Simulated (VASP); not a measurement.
Given:

```
AlSb
1.0
    0.00000     3.02724     3.02724
    3.02724     0.00000     3.02724
    3.02724     3.02724     0.00000
Al Sb
1 1
Direct
  0.00000   0.00000   0.00000
  0.25000   0.25000   0.25000
```

Calculation: revTPSS meta-GGA, VASP's PBE PAW potentials (set 64) (plane waves; VASP). Numerical set-up: 520 eV cut-off, 7×7×7 Γ-centred mesh, Gaussian smearing of 0.050 eV, potentials Al Sb.

Problem. Give the stress tensor in GPa (positive for a compressed cell).

Solution. 
```
3.82  0.00  0.00
0.00  3.82  0.00
0.00  0.00  3.82
```
The pressure is its mean diagonal, 3.82 GPa.

The compound is AlSb in the zinc blende structure. This cell is one point of a volume scan, at 0.94 of the reference volume.
